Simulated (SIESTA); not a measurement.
LiF (Griceite):

```xyz
2
Lattice="0.0000 2.0140 2.0140 2.0140 0.0000 2.0140 2.0140 2.0140 0.0000" Properties=species:S:1:pos:R:3 pbc="T T T"
F     2.0140    2.0140    2.0140
Li    0.0000    0.0000    0.0000
```

Base run:

```yaml
Program: SIESTA 5.4.2
Functional: AM05
Potentials_or_basis: PseudoDojo 0.4 standard (PBEsol files)
Basis: DZP (energy shift 0.003 Ry; two zetas on semicore shells)
Grid_cutoff: 800 Ry
Energy_shift: 0.003 Ry
k_mesh: 11 × 11 × 11
Occupations: fermi-dirac, width 0.05 eV
Spin: no spin polarisation
```

Its results: band gap on the k mesh 8.90 eV, indirect (least direct gap 8.91 eV); pressure 0.2 GPa.

Question: The run is repeated on the same cell with these changes: functional from AM05 to PBEsol. What comes out?

Answer: Band gap on the k mesh 8.87 eV, direct; pressure -0.8 GPa.

Caveats: the basis of atomic orbitals isn't converged, which shifts pressures, moduli and gaps; the potentials were made for another functional, which shifts forces and pressure (some runs).
